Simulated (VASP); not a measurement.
## A VASP 6.6.1 single-point calculation on PbSe

INCAR

```
NELM = 76
ENCUT = 520
LWAVE = .FALSE.
SIGMA = 0.01
LASPH = .TRUE.
LCHARG = .FALSE.
ISMEAR = 0
PREC = Accurate
METAGGA = SCAN
ISIF = 2
EDIFF = 1E-7
IBRION = -1
NBANDS = 17
LREAL = .FALSE.
NSW = 0
```

KPOINTS

```
KPOINTS created by Atomic Simulation Environment
0
Gamma
6 6 6
0 0 0
```

POSCAR

```
Pb Se
 1.0000000000000000
     0.0000000000000000    3.4232041300268978    3.4232041300268978
     3.4232041300268978   -0.0000000000000000    3.4232041300268978
     3.4232041300268978    3.4232041300268978   -0.0000000000000000
 Pb  Se
   1   1
Cartesian
 -0.0000000000000000 -0.0000000000000000  0.0000000000000000
  1.7116020650134487  1.7116020650134487  1.7116020650134487
```

The recommended PBE PAW datasets give the neutral cell 20 valence electrons.

Command

```
mpirun -np 1 vasp_std
```

OSZICAR

```
N       E                     dE             d eps       ncg     rms          rms(c)
DAV:   1     0.747798579162E+02    0.74780E+02   -0.92450E+03   544   0.111E+03
DAV:   2    -0.872450321499E+02   -0.16202E+03   -0.15616E+03   589   0.288E+02
DAV:   3    -0.101003673307E+03   -0.13759E+02   -0.13668E+02   687   0.935E+01
DAV:   4    -0.101344717112E+03   -0.34104E+00   -0.34072E+00   624   0.185E+01
DAV:   5    -0.101357781144E+03   -0.13064E-01   -0.13064E-01   764   0.347E+00    0.300E+00
DAV:   6    -0.964475253910E+02    0.49103E+01   -0.25614E+00   668   0.275E+01    0.187E+00
DAV:   7    -0.964598988584E+02   -0.12373E-01   -0.27297E-01   594   0.453E+00    0.119E+00
DAV:   8    -0.964668954429E+02   -0.69966E-02   -0.19643E-02   645   0.183E+00    0.470E-01
DAV:   9    -0.964703121733E+02   -0.34167E-02   -0.80327E-03   550   0.105E+00    0.136E-01
DAV:  10    -0.964708480807E+02   -0.53591E-03   -0.18145E-03   715   0.609E-01    0.582E-02
DAV:  11    -0.964707863807E+02    0.61700E-04   -0.31012E-04   563   0.264E-01    0.252E-02
DAV:  12    -0.964707187775E+02    0.67603E-04   -0.77776E-05   744   0.107E-01    0.535E-03
DAV:  13    -0.964707336958E+02   -0.14918E-04   -0.75302E-06   704   0.391E-02    0.507E-03
DAV:  14    -0.964707286640E+02    0.50318E-05   -0.22639E-06   689   0.213E-02    0.688E-04
DAV:  15    -0.964707287777E+02   -0.11373E-06   -0.89138E-08   446   0.321E-03    0.297E-04
DAV:  16    -0.964707286023E+02    0.17542E-06   -0.14334E-08   303   0.109E-03    0.127E-04
DAV:  17    -0.964707282889E+02    0.31333E-06   -0.43216E-09   289   0.678E-04    0.663E-05
DAV:  18    -0.964707283677E+02   -0.78772E-07   -0.93357E-10   302   0.364E-04
   1 F= -.96470728E+02 E0= -.96470728E+02  d E =-.121558E-28
```

Standard output (part)

```
POSCAR found type information on POSCAR PbSe
 POSCAR found :  2 types and       2 ions
 LDA part: xc-table for (None), standard interpolation
 POSCAR, INCAR and KPOINTS ok, starting setup
 WAVECAR not read
 entering main loop
```

From OUTCAR

```
k-points           NKPTS =     16   k-points in BZ     NKDIM =     16   number of bands    NBANDS=     17

   NELECT =      20.0000    total number of electrons

   dimension x,y,z NGX =    36 NGY =   36 NGZ =   36
   dimension x,y,z NGXF=    72 NGYF=   72 NGZF=   72

  energy-cutoff  :      520.00
  volume of cell :       80.23
      direct lattice vectors                 reciprocal lattice vectors
     0.000000000  3.423204130  3.423204130    -0.146061988  0.146061988  0.146061988
     3.423204130  0.000000000  3.423204130     0.146061988 -0.146061988  0.146061988
     3.423204130  3.423204130  0.000000000     0.146061988  0.146061988 -0.146061988

 k-points in reciprocal lattice and weights: KPOINTS created by Atomic Simulation Env
   0.00000000  0.00000000  0.00000000       0.005
   0.16666667  0.00000000  0.00000000       0.037
   0.33333333  0.00000000  0.00000000       0.037
   0.50000000  0.00000000  0.00000000       0.019
   0.16666667  0.16666667  0.00000000       0.028
   0.33333333  0.16666667  0.00000000       0.111
   0.50000000  0.16666667  0.00000000       0.111
  -0.33333333  0.16666667  0.00000000       0.111
   ...

 E-fermi :   2.0011

 k-point     1 :       0.0000    0.0000    0.0000
  band No.  band energies     occupation
      1     -15.1296      2.00000
      2     -15.1294      2.00000
      3     -15.1294      2.00000
      4     -15.0899      2.00000
      5     -15.0899      2.00000
      6     -11.3269      2.00000
      7      -4.6116      2.00000
      8       0.3388      2.00000
      9       0.3388      2.00000
     10       0.3388      2.00000
     11       4.2456      0.00000
     12       4.2456      0.00000
     13       4.2459      0.00000
     14       6.9214      0.00000
     15      10.9054      0.00000
     16      10.9054      0.00000
     17      11.5027      0.00000

 k-point     2 :       0.1667    0.0000    0.0000
  band No.  band energies     occupation
      1     -15.1380      2.00000
      2     -15.1270      2.00000
      3     -15.1268      2.00000
      4     -15.0898      2.00000
      5     -15.0897      2.00000
      6     -11.1890      2.00000
      7      -5.0276      2.00000
      8       0.1767      2.00000
      9       0.1767      2.00000
     10       0.3357      2.00000
     11       4.2122      0.00000
     12       4.5121      0.00000
     13       4.5124      0.00000
     14       8.0000      0.00000
     15      10.0749      0.00000
     16      10.0749      0.00000
     17      10.7624      0.00000

 k-point     3 :       0.3333    0.0000    0.0000
  band No.  band energies     occupation
      1     -15.1549      2.00000
      2     -15.1225      2.00000
      3     -15.1223      2.00000
      4     -15.0887      2.00000
      5     -15.0886      2.00000
      6     -10.8726      2.00000
      7      -5.8185      2.00000
      8      -0.0973      2.00000
      9      -0.0972      2.00000
     10       0.1228      2.00000
     11       4.9191      0.00000
     12       4.9193      0.00000
     13       5.0451      0.00000
     14       8.7352      0.00000
     15      10.1432      0.00000
     16      10.1432      0.00000
     17      11.0133      0.00000

 ...

  Total       -0.2192404     -0.2192404     -0.2192404      0.0000000      0.0000000      0.0000000
  in kB       -4.3782727     -4.3782727     -4.3782727      0.0000000      0.0000000      0.0000000
  external PRESSURE =      -4.3782727 kB  Pullay stress =       0.0000000 kB

 POSITION                                       TOTAL-FORCE (eV/Angst)
 -----------------------------------------------------------------------------------
      0.00000      0.00000      0.00000        -0.000000     -0.000000     -0.000000
      1.71160      1.71160      1.71160         0.000000      0.000000      0.000000
 -----------------------------------------------------------------------------------
    total drift:                                0.000012      0.000012      0.000012

  FREE ENERGIE OF THE ION-ELECTRON SYSTEM (eV)
  ---------------------------------------------------
  free  energy   TOTEN  =       -96.4707283677 eV

  energy  without entropy=      -96.4707283677  energy(sigma->0) =      -96.47072837
```

It converged. Results: gap between bands v and c on the k mesh 0.84 eV; least direct gap on the k mesh 1.24 eV; pressure -0.4 GPa. Band v is the last that the valence electrons fill when counted band by band, and c is the next.

For comparison, a separate PBEsol run of the intended cell, on usual settings and not on those above, gives a gap of 0.68 eV on its mesh and a pressure of -0.9 GPa.

The run above took about 41 s on one core of a shared host (Intel Xeon 6975P-C) and held 0.22 GiB at most.
